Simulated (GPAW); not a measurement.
Runs of GPAW 26.7.0 on Bi. The structure is cubic, space group Im-3m (No. 229). The conventional cell has a = 3.963 Å, b = 3.963 Å, c = 3.963 Å, α = 90.00°, β = 90.00°, γ = 90.00°. Bi (site symmetry m-3m) has 8 Bi at 3.43 Å as nearest neighbours. This isn't the form of Bi at room conditions, which is rhombohedral.

```tsv
task	level	potentials or basis	spin	older calculator (legacy_gpaw)	band path	band points	spin axis theta (degrees)	spin axis phi (degrees)	pressure (GPa)	V0 of scaled cells (Å³/atom)	B0 (GPa)
equation of state	vdW-DF-cx	GPAW PAW data sets (gpaw-data 1.2.1), pw	off	-	-	-	-	-	-	30.57	(b)
equation of state	optB88-vdW	GPAW PAW data sets (gpaw-data 1.2.1), pw	off	yes	-	-	-	-	-	31.98	54
equation of state	PBEsol	PAW data sets generated in the run's folder for this functional, pw	off	-	-	-	-	-	-	29.98	60
band structure	PBEsol	PAW data sets generated in the run's folder for this functional, pw	SOC, no magnetisation	-	GHNGPH,PN	60	90	45	-2.1	-	-
band structure	r2SCAN	GPAW PAW data sets (gpaw-data 1.2.1), pw	SOC, no magnetisation	-	GHNGPH,PN	100	0	0	(a)	-	-
```

Alike in all rows: cell as given; k mesh 9 × 9 × 9; cutoff (eV) 600; smearing fermi-dirac 0.05 eV.

Question: Fill in the values left out.

Answer: (a) 0.1; (b) 58.

Caveats: the PAW data sets were made with another functional, which shifts forces and pressure a little (some runs); spin-orbit coupling was added after a scalar SCF, so levels and gaps hold it while energy, forces, pressure and moments don't (some runs).

Runs at the PBE level aren't shown here.
